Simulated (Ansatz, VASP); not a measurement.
## BN in VASP and in Ansatz

```xyz
4
Lattice="2.4982 0.0000 0.0000 -1.2491 2.1635 0.0000 0.0000 0.0000 6.6357" Properties=species:S:1:pos:R:3 pbc="T T T"
B     0.0000    1.4424    1.6589
B     1.2491    0.7212    4.9768
N    -0.0125    1.4640    4.9768
N     1.2491    0.7212    1.6589
```

Alike in both runs: task single point; functional PBE; k mesh 6 × 6 × 2; no spin polarisation.

```csv
,VASP,Ansatz
version,VASP 6.6.1,Ansatz 0.2.0
potentials or method,"VASP PAW PBE potentials, release 64 (B, N)","plane waves, PAW"
plane-wave cutoff (eV),520,420
occupations,"gaussian, width 0.01 eV",fixed
valence electrons in the cell,16,16
```

```tsv
	VASP	Ansatz	Ansatz less VASP
rms of the force components (eV/Å)	0.430	0.432	+0.0015
```

Atom by atom the forces differ by 0.001 eV/Å (rms over components).

Caveats: the k mesh is coarse (spacing up to 0.48 Å⁻¹), so the values aren't converged; forces of over 1 eV/Å show positions far from the minimum, so gaps and moduli don't describe the material at rest. A k mesh can miss the band edges.
